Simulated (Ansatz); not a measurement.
Crystal: Li2Se.

```xyz
3
Lattice="0.0000 3.0025 3.0025 3.0025 0.0000 3.0025 3.0025 3.0025 0.0000" Properties=species:S:1:pos:R:3 pbc="T T T"
Se    0.0000    0.0000    0.0000
Li    4.5038    4.5038    4.5038
Li    1.5012    1.5012    1.5012
```

Base run:

- Program: Ansatz 0.2.0
- Functional: HSE06
- Potentials or basis: Ansatz PAW
- Cutoff: 420 eV (not typed: the program's choice for these potentials)
- k mesh: 6 × 6 × 6
- Occupations: fermi-dirac, width 0.05 eV
- Spin: no spin polarisation

Its results: band gap on the k mesh 3.82 eV, indirect (least direct gap 4.34 eV); pressure -0.6 GPa.

Question: The run is repeated on the same cell with these changes: functional from HSE06 to PBE0. What comes out?

Answer: Band gap on the k mesh 4.49 eV, indirect (least direct gap 5.00 eV); pressure -0.6 GPa.

Caveats: the PAW data sets come from PBE, with cores solved anew for the run's functional, which leaves a small shift of forces and pressure; the thresholds are loose for stress.
